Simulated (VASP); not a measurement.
# MgSe (Fm-3m) in VASP: band structure with LDA

Aim: the band structure of MgSe with LDA.

Everything below comes from runs of VASP 6.6.1. Logs are shortened: lines on timing, memory, paths and dates and some standing lists are left out, and cuts for length are marked.

## 1. The structure

It takes space group Fm-3m (No. 225, cubic). The conventional cell has a = 5.384 Å, b = 5.384 Å, c = 5.384 Å, α = 90.00°, β = 90.00°, γ = 90.00°. Mg (site symmetry m-3m) is surrounded by 6 Se at 2.69 Å. Around Se (site symmetry m-3m) lie 6 Mg at 2.69 Å.

The cell was built by a generator and needn't be a form met in nature.

## 2. Band structure, LDA

The input, INCAR:

```
SYSTEM = MgSe
PREC = Accurate
ENCUT = 520
EDIFF = 1E-6
ISMEAR = 0
SIGMA = 0.02
LREAL = .FALSE.
LASPH = .TRUE.
NELM = 60
ALGO = Normal
ISIF = 2
LWAVE = .FALSE.
LCHARG = .FALSE.
GGA = CA
NBANDS = 11
```

The input, KPOINTS:

```
Automatic mesh
0
G
  8 8 8
  0 0 0
```

The input, POSCAR:

```
MgSe                                    
1.0
    0.0000000000      2.6919568580      2.6919568580
    2.6919568580      0.0000000000      2.6919568580
    2.6919568580      2.6919568580     -0.0000000000
  Mg              Se            
     1     1
Direct
     0.0000000000000000    0.0000000000000000    0.0000000000000000
     0.5000000000000000    0.5000000000000000    0.5000000000000000
```

The input, KPOINTS_OPT:

```
path GXWKGLUWLK,UX
15
line-mode
reciprocal
 0.0000000000  0.0000000000  0.0000000000  G
 0.5000000000  0.0000000000  0.5000000000  X

 0.5000000000  0.0000000000  0.5000000000  X
 0.5000000000  0.2500000000  0.7500000000  W

 0.5000000000  0.2500000000  0.7500000000  W
 0.3750000000  0.3750000000  0.7500000000  K

 0.3750000000  0.3750000000  0.7500000000  K
 0.0000000000  0.0000000000  0.0000000000  G

 0.0000000000  0.0000000000  0.0000000000  G
 0.5000000000  0.5000000000  0.5000000000  L

 0.5000000000  0.5000000000  0.5000000000  L
 0.6250000000  0.2500000000  0.6250000000  U

 0.6250000000  0.2500000000  0.6250000000  U
 0.5000000000  0.2500000000  0.7500000000  W

 0.5000000000  0.2500000000  0.7500000000  W
 0.5000000000  0.5000000000  0.5000000000  L

 0.5000000000  0.5000000000  0.5000000000  L
 0.3750000000  0.3750000000  0.7500000000  K

 0.6250000000  0.2500000000  0.6250000000  U
 0.5000000000  0.0000000000  0.5000000000  X
```

Potentials or basis: VASP PAW LDA potentials, release 64 (Mg, Se).

Launch:

```bash
cat potpaw_LDA.64/Mg/POTCAR potpaw_LDA.64/Se/POTCAR > POTCAR
mpirun -np 1 vasp_std > vasp.out
```

OUTCAR:

```text
SYSTEM = MgSe
   PREC = Accurate
   ENCUT = 520
   EDIFF = 1E-6
   ISMEAR = 0
   LREAL = .FALSE.
   LASPH = .TRUE.
   NELM = 60
   ISIF = 2
   GGA = CA

 ion  position               nearest neighbor table
   1  0.000  0.000  0.000-   2 2.69   2 2.69   2 2.69   2 2.69   2 2.69   2 2.69
   2  0.500  0.500  0.500-   1 2.69   1 2.69   1 2.69   1 2.69   1 2.69   1 2.69

  LATTYP: Found a face centered cubic cell.
 ALAT       =     5.3839137160

  Lattice vectors:

 A1 = (   0.0000000000,   2.6919568580,   2.6919568580)
 A2 = (   2.6919568580,   0.0000000000,   2.6919568580)
 A3 = (   2.6919568580,   2.6919568580,   0.0000000000)

Analysis of symmetry for initial positions (statically):
=====================================================================
 Subroutine PRICEL returns:
 Original cell was already a primitive cell.

 Routine SETGRP: Setting up the symmetry group for a
 face centered cubic supercell.

 Subroutine GETGRP returns: Found 48 space group operations
 (whereof 48 operations were pure point group operations)
 out of a pool of 48 trial point group operations.

The static configuration has the point symmetry O_h .

Analysis of symmetry for dynamics (positions and initial velocities):
=====================================================================
 Subroutine PRICEL returns:
 Original cell was already a primitive cell.

 Routine SETGRP: Setting up the symmetry group for a
 face centered cubic supercell.

 Subroutine GETGRP returns: Found 48 space group operations
 (whereof 48 operations were pure point group operations)
 out of a pool of 48 trial point group operations.

The dynamic configuration has the point symmetry O_h .

 Subroutine INISYM returns: Found 48 space group operations
 (whereof 48 operations are pure point group operations),
 and found     1 'primitive' translations

----------------------------------------------------------------------------------------

                                     Primitive cell

  volume of cell :      39.0152

  direct lattice vectors                    reciprocal lattice vectors
     0.000000000  2.691956858  2.691956858    -0.185738489  0.185738489  0.185738489
     2.691956858  0.000000000  2.691956858     0.185738489 -0.185738489  0.185738489
     2.691956858  2.691956858  0.000000000     0.185738489  0.185738489 -0.185738489

  length of vectors
     3.807001898  3.807001898  3.807001898     0.321708500  0.321708500  0.321708500

  position of ions in fractional coordinates (direct lattice)
     0.000000000  0.000000000  0.000000000
     0.500000000  0.500000000  0.500000000

  ion indices of the primitive-cell ions
   primitive index   ion index
                 1           1
                 2           2

----------------------------------------------------------------------------------------

 KPOINTS: Automatic mesh

Automatic generation of k-mesh.
 Grid dimensions read from file:
 generate k-points for:    8    8    8

 Generating k-lattice:

  Cartesian coordinates                     Fractional coordinates (reciprocal lattice)
    -0.023217311  0.023217311  0.023217311     0.125000000  0.000000000  0.000000000
     0.023217311 -0.023217311  0.023217311     0.000000000  0.125000000  0.000000000
     0.023217311  0.023217311 -0.023217311     0.000000000  0.000000000  0.125000000

  Length of vectors
     0.040213563  0.040213563  0.040213563

  Shift w.r.t. Gamma in fractional coordinates (k-lattice)
     0.000000000  0.000000000  0.000000000

 Subroutine IBZKPT returns following result:
 ===========================================

 Found     29 irreducible k-points:

 Following reciprocal coordinates:
            Coordinates               Weight
  0.000000  0.000000  0.000000      1.000000
  0.125000  0.000000  0.000000      8.000000
  0.250000  0.000000  0.000000      8.000000
  0.375000  0.000000  0.000000      8.000000
  0.500000  0.000000  0.000000      4.000000
  0.125000  0.125000  0.000000      6.000000
[... 16 lines left out ...]
  0.500000  0.250000  0.125000     48.000000
 -0.375000  0.250000  0.125000     24.000000
 [... further k-points ...]
   k-points           NKPTS =     29   k-points in BZ     NKDIM =     29   number of bands    NBANDS=     11
   number of dos      NEDOS =    301   number of ions     NIONS =      2
   total plane-waves  NPLWV =  21952
   dimension x,y,z NGX =    28 NGY =   28 NGZ =   28
   dimension x,y,z NGXF=    56 NGYF=   56 NGZF=   56
   ions per type =               1   1
   NGX,Y,Z   is equivalent  to a cutoff of  12.23, 12.23, 12.23 a.u.
   NGXF,Y,Z  is equivalent  to a cutoff of  24.45, 24.45, 24.45 a.u.
 SYSTEM =  MgSe
   PREC   = accura    normal or accurate (medium, high low for compatibility)
   ISTART =      0    job   : 0-new  1-cont  2-samecut
   ICHARG =      2    charge: 1-file 2-atom 10-const
   ISPIN  =      1    spin polarized calculation?
   LNONCOLLINEAR =      F non collinear calculations
   LSORBIT =      F    spin-orbit coupling
   LASPH  =      T    aspherical Exc in radial PAW
   ENCUT  =  520.0 eV  38.22 Ry    6.18 a.u.   7.08  7.08  7.08*2*pi/ulx,y,z
   NELM   =     60;   NELMIN=  2; NELMDL= -5     # of ELM steps
   EDIFF  = 0.1E-05   stopping-criterion for ELM
   LREAL  =      F    real-space projection
   EDIFFG = 0.1E-04   stopping-criterion for IOM
   NSW    =      0    number of steps for IOM
   IBRION =     -1    ionic relax: 0-MD 1-quasi-New 2-CG
   NFREE  =      0    steps in history (QN), initial steepest desc. (CG)
   ISIF   =      2    stress and relaxation
   ISYM   =      2    0-nonsym 1-usesym 2-fastsym
   POTIM  = 0.5000    time-step for ionic-motion
   TEBEG  =    0.0;   TEEND  =   0.0 temperature during run
   PSTRESS=    0.0 pullay stress
   NELECT =       8.0000    total number of electrons
   NUPDOWN=      -1.0000    fix difference up-down
   EMIN   =  10.00;   EMAX   =-10.00  energy-range for DOS
   EFERMI =   0.00;   METHOD = LEGACY
   ISMEAR =     0;   SIGMA  =   0.02  broadening in eV -4-tet -1-fermi 0-gaus
   EFERMI_NEDOS =   21; number of points for ismear=-14 and -15
   IALGO  =     38    algorithm
   IMIX   =      4    mixing-type and parameters
     AMIX     =   0.40;   BMIX     =  1.00
     AMIX_MAG =   1.60;   BMIX_MAG =  1.00
  volume/ion in A,a.u.               =      19.51       131.64
  Fermi-wavevector in a.u.,A,eV,Ry     =   0.965369  1.824283 12.679780  0.931938
  Thomas-Fermi vector in A             =   2.095080
   LORBIT       =      0    0 simple, 1 ext, 2 COOP (PROOUT), +10 PAW based schemes
   GGA     = CA    functional components
   LHFCALC =     F    Hartree Fock is set to
   AEXX    =    0.0000 exact exchange contribution
   IVDW    =     0    specifies the selected vdW correction
   LEPSILON=     F    determine dielectric tensor
   LRPA    =     F    only Hartree local field effects (RPA)
 non-spin polarized calculation
 Gauss-broadening in eV      SIGMA  =   0.02
  energy-cutoff  :      520.00
  volume of cell :       39.02
 maximum number of plane-waves:      1067
   NGX = 15   NGY = 15   NGZ = 15

 number of electron       7.9999998 magnetization

 Free energy of the ion-electron system (eV)
  ---------------------------------------------------
  ext. energy  EPLUGINS =         0.00000000
  ---------------------------------------------------
  free energy    TOTEN  =        -8.60135335 eV

  energy without entropy =       -8.60135335  energy(sigma->0) =       -8.60135335

 E-fermi :   3.6163     XC(G=0):  -9.9013

 val. band max:        3.4965641910   @ k =   0.0000   0.0000   0.0000
 cond. band min:       5.2063178657   @ k =   0.5000   0.5000   0.0000
 fundamental gap:      1.7097536747
 Fermi energy:         3.6163118637

 k-point     1 :       0.0000    0.0000    0.0000
  band No.  band energies     occupation
      1      -9.6842      2.00000
      2       3.4966      2.00000
      3       3.4966      2.00000
      4       3.4966      2.00000
      5       6.1508      0.00000
      6      10.8410      0.00000
      7      10.8410      0.00000
      8      10.8410      0.00000
      9      13.5010      0.00000
     10      13.5010      0.00000
     11      14.4229      0.00000

 k-point     2 :       0.1250    0.0000    0.0000
  band No.  band energies     occupation
      1      -9.5423      2.00000
      2       2.2212      2.00000
      3       3.3872      2.00000
      4       3.3872      2.00000
      5       7.1273      0.00000
      6      10.5466      0.00000
      7      11.0833      0.00000
      8      11.0833      0.00000
      9      12.4611      0.00000
     10      12.4611      0.00000
     11      14.2954      0.00000

 k-point     3 :       0.2500    0.0000    0.0000
  band No.  band energies     occupation
      1      -9.1598      2.00000
      2       0.3402      2.00000
      3       3.1519      2.00000
      4       3.1519      2.00000
      5       7.6049      0.00000
      6      10.5272      0.00000
      7      10.5272      0.00000
      8      11.3599      0.00000
      9      13.0801      0.00000
     10      13.0801      0.00000
     11      13.4970      0.00000

 k-point     4 :       0.3750    0.0000    0.0000
  band No.  band energies     occupation
      1      -8.6972      2.00000
      2      -1.1281      2.00000
      3       2.9478      2.00000
      4       2.9478      2.00000
      5       7.3719      0.00000
      6       9.7974      0.00000
      7       9.7974      0.00000
      8      12.3205      0.00000
      9      13.8645      0.00000
     10      15.0601      0.00000
     11      15.0601      0.00000
[... 239 lines left out ...]
 k-point    22 :       0.3750    0.2500    0.1250
  band No.  band energies     occupation
      1      -8.8609      2.00000
      2       0.0760      2.00000
      3       1.8513      2.00000
      4       2.7425      2.00000
      5       8.3668      0.00000
      6       9.4422      0.00000
      7       9.7987      0.00000
      8      11.9780      0.00000
      9      13.0682      0.00000
     10      16.0648      0.00000
     11      16.4675      0.00000

 k-point    23 :       0.5000    0.2500    0.1250
  band No.  band energies     occupation
      1      -8.4710      2.00000
      2      -0.7758      2.00000
      3       1.2775      2.00000
      4       2.3830      2.00000
      5       8.2319      0.00000
      6       9.1823      0.00000
      7      10.7181      0.00000
      8      11.8793      0.00000
      9      14.4971      0.00000
     10      16.2285      0.00000
     11      17.0317      0.00000

 k-point    24 :      -0.3750    0.2500    0.1250
  band No.  band energies     occupation
      1      -8.2862      2.00000
      2      -1.1668      2.00000
      3       1.1294      2.00000
      4       2.1968      2.00000
      5       8.2043      0.00000
      6       8.8855      0.00000
      7      11.2850      0.00000
      8      12.6649      0.00000
      9      14.6013      0.00000
     10      15.3296      0.00000
     11      17.6781      0.00000

 [... further k-points ...]
[... 5 lines left out ...]
  --------------------------------------------------------------------------------------
  -------------------------------------------------------------------------------------
  Total       -0.0015947     -0.0015947     -0.0015947      0.0000000      0.0000000     -0.0000000
  in kB       -0.0654870     -0.0654870     -0.0654870      0.0000000      0.0000000     -0.0000000
  external PRESSURE =      -0.0654870 kB  Pullay stress =       0.0000000 kB

 VOLUME and BASIS-vectors are now :
 -----------------------------------------------------------------------------
  energy-cutoff  :      520.00
  volume of cell :       39.02
      direct lattice vectors                 reciprocal lattice vectors
     0.000000000  2.691956858  2.691956858    -0.185738489  0.185738489  0.185738489
     2.691956858  0.000000000  2.691956858     0.185738489 -0.185738489  0.185738489
     2.691956858  2.691956858  0.000000000     0.185738489  0.185738489 -0.185738489

 POSITION                                       TOTAL-FORCE (eV/Angst)
 -----------------------------------------------------------------------------------
      0.00000      0.00000      0.00000         0.000000     -0.000000     -0.000000
      2.69196      2.69196      2.69196        -0.000000      0.000000      0.000000
 -----------------------------------------------------------------------------------
    total drift:                                0.000000      0.000000      0.000000

  FREE ENERGIE OF THE ION-ELECTRON SYSTEM (eV)
  ---------------------------------------------------
  free  energy   TOTEN  =        -8.6013533488 eV

  energy  without entropy=       -8.6013533488  energy(sigma->0) =       -8.60135335
```

Run time: 36 s. Hardware: 1 thread of Intel Xeon Platinum 8259CL at 2.50GHz (Skylake/Cascade Lake), shared host; peak memory 0.15 GiB.

Results:

- Free energy: -8.6014 eV
- Pressure: 0.0 GPa
- Band gap on the k mesh: 1.71 eV, indirect (least direct gap 2.65 eV)
- Band gap along the path: 1.71 eV, indirect (least direct gap 2.65 eV)

Levels at the corners of the path, in eV from the valence-band top:
```csv
point,band 1,band 2,band 3,band 4,band 5,band 6,band 7,band 8,band 9
Γ,-13.18,0.00,0.00,0.00,2.65,7.34,7.34,7.34,10.00
X,-11.62,-4.50,-1.89,-1.89,1.71,3.78,11.96,12.33,12.33
X,-11.62,-4.50,-1.89,-1.89,1.71,3.78,11.96,12.33,12.33
W,-11.58,-3.51,-3.51,-2.70,4.57,6.97,7.56,7.56,13.26
W,-11.58,-3.51,-3.51,-2.70,4.57,6.97,7.56,7.56,13.26
K,-11.62,-3.99,-3.53,-1.53,2.95,6.25,8.99,9.97,10.54
K,-11.62,-3.99,-3.53,-1.53,2.95,6.25,8.99,9.97,10.54
Γ,-13.18,0.00,0.00,0.00,2.65,7.34,7.34,7.34,10.00
Γ,-13.18,0.00,0.00,0.00,2.65,7.34,7.34,7.34,10.00
L,-11.97,-5.20,-0.63,-0.63,3.75,6.04,6.04,8.70,11.57
L,-11.97,-5.20,-0.63,-0.63,3.75,6.04,6.04,8.70,11.57
U,-11.62,-3.99,-3.53,-1.53,2.95,6.25,8.99,9.97,10.54
U,-11.62,-3.99,-3.53,-1.53,2.95,6.25,8.99,9.97,10.54
W,-11.58,-3.51,-3.51,-2.70,4.57,6.97,7.56,7.56,13.26
W,-11.58,-3.51,-3.51,-2.70,4.57,6.97,7.56,7.56,13.26
L,-11.97,-5.20,-0.63,-0.63,3.75,6.04,6.04,8.70,11.57
L,-11.97,-5.20,-0.63,-0.63,3.75,6.04,6.04,8.70,11.57
K,-11.62,-3.99,-3.53,-1.53,2.95,6.25,8.99,9.97,10.54
U,-11.62,-3.99,-3.53,-1.53,2.95,6.25,8.99,9.97,10.54
X,-11.62,-4.50,-1.89,-1.89,1.71,3.78,11.96,12.33,12.33
```
